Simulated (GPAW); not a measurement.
The system is HgSe.

```
CELL_PARAMETERS angstrom
0.00000 3.03900 3.03900
3.03900 0.00000 3.03900
3.03900 3.03900 0.00000
ATOMIC_POSITIONS crystal
Hg 0.00000 0.00000 0.00000
Se 0.75000 0.75000 0.75000
```

| Quantity | Value |
| --- | --- |
| Program | GPAW 26.7.0 |
| Task | single point |
| Functional | PBE |
| Potentials or basis | GPAW PAW data sets (gpaw-data 1.2.1) |
| Cutoff | 600 eV |
| Basis | pw |
| k mesh | 8 × 8 × 8 |
| Occupations | fermi-dirac, width 0.05 eV |
| Spin | no spin polarisation |

On this cell: pressure 5.1 GPa; largest force zero by symmetry; band gap on the k mesh none (metal or under the smearing width).

The same run follows on a disturbed copy (atoms moved at random, drawn with an rms of 0.05 Å):

```xyz
2
Lattice="0.0000 3.0390 3.0390 3.0390 0.0000 3.0390 3.0390 3.0390 0.0000" Properties=species:S:1:pos:R:3 pbc="T T T"
Hg    0.0081    0.0492   -0.0090
Se    4.5444    4.6040    4.5260
```

Q: What changes?

A: The energy (extrapolated to zero smearing) moves by +1.1 meV/atom; pressure 5.1 GPa; largest force 0.133 eV/Å; band gap on the k mesh none (metal or under the smearing width).

Forces in eV/Å, atoms in the order of the input:
```
Hg  -0.091 -0.006 -0.096
Se   0.091  0.006  0.096
```

Stress tensor (GPa, compression positive):
```
 5.10 -0.47 -0.04
-0.47  5.11 -0.44
-0.04 -0.44  5.09
```
